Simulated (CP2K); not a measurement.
Input of a CP2K 2026.2 run:

The input cu_scf.inp:

```
&GLOBAL
  PROJECT cu_scf
  RUN_TYPE ENERGY_FORCE
  PRINT_LEVEL LOW
&END GLOBAL
&FORCE_EVAL
  METHOD QS
  STRESS_TENSOR ANALYTICAL
  &DFT
    BASIS_SET_FILE_NAME BASIS_MOLOPT_UZH
    POTENTIAL_FILE_NAME POTENTIAL_UZH
    &MGRID
      CUTOFF 450
      REL_CUTOFF 60
      NGRIDS 5
    &END MGRID
    &QS
      METHOD GPW
      EPS_DEFAULT 1.0E-10
    &END QS
    &KPOINTS
      SCHEME MONKHORST-PACK 13 13 13
      GAMMA_CENTERED T
      SYMMETRY T
      SYMMETRY_BACKEND SPGLIB
    &END KPOINTS
    &SCF
      SCF_GUESS ATOMIC
      EPS_SCF 1.0E-6
      MAX_SCF 100
      ADDED_MOS 11
      CHOLESKY OFF
      EPS_EIGVAL 1.0E-7
      &DIAGONALIZATION ON
        ALGORITHM STANDARD
      &END DIAGONALIZATION
      &MIXING ON
        METHOD BROYDEN_MIXING
        ALPHA 0.4
        BETA 1.5
        NBUFFER 8
      &END MIXING
      &SMEAR ON
        METHOD FERMI_DIRAC
        ELECTRONIC_TEMPERATURE [K] 580.226
      &END SMEAR
    &END SCF
    &XC
      &XC_FUNCTIONAL
        &GGA_X_PBE
        &END GGA_X_PBE
        &GGA_C_PBE
        &END GGA_C_PBE
      &END XC_FUNCTIONAL
    &END XC
    &PRINT
      &KPOINTS ON
      &END KPOINTS
      &MULLIKEN ON
      &END MULLIKEN
      &MO ON
        ENERGIES T
        OCCUPATION_NUMBERS T
        &EACH
          QS_SCF 0
        &END EACH
        ADD_LAST NUMERIC
      &END MO
      &LOWDIN ON
      &END LOWDIN
      &HIRSHFELD ON
        SHAPE_FUNCTION DENSITY
      &END HIRSHFELD
      &E_DENSITY_CUBE ON
        STRIDE 1
      &END E_DENSITY_CUBE
      &V_HARTREE_CUBE ON
        STRIDE 1
      &END V_HARTREE_CUBE
      &ELF_CUBE ON
        STRIDE 1
      &END ELF_CUBE
    &END PRINT
  &END DFT
  &SUBSYS
    &CELL
      A 2.5437921450 0.0000000000 0.0000000000
      B 1.2639130462 2.2423938952 0.0000000000
      C 1.2555830035 0.7355681387 2.0704818604
      PERIODIC XYZ
    &END CELL
    &COORD
      Cu  0.0098144710 -0.0329068815 0.0607085986
    &END COORD
    &KIND Cu
      BASIS_SET TZVP-MOLOPT-PBE-GTH-q11
      POTENTIAL GTH-PBE-q11
    &END KIND
    &PRINT
      &ATOMIC_COORDINATES ON
      &END ATOMIC_COORDINATES
      &CELL ON
      &END CELL
    &END PRINT
  &END SUBSYS
  &PRINT
    &FORCES ON
    &END FORCES
    &STRESS_TENSOR ON
    &END STRESS_TENSOR
  &END PRINT
&END FORCE_EVAL
```

Potentials or basis: POTENTIAL_UZH Cu GTH-PBE-q11; TZVP-MOLOPT-PBE-GTH basis.

Launch:

```bash
$ OMP_NUM_THREADS=1 cp2k.psmp -i cu_scf.inp -o cu_scf.out
```

(1) Predict the band gap on the k mesh.

(2) Predict the pressure.

## Answers

(1) none (metal or under the smearing width).

(2) 3.4 GPa.

Caveat: the basis of atomic orbitals isn't converged, which shifts pressures, moduli and gaps.
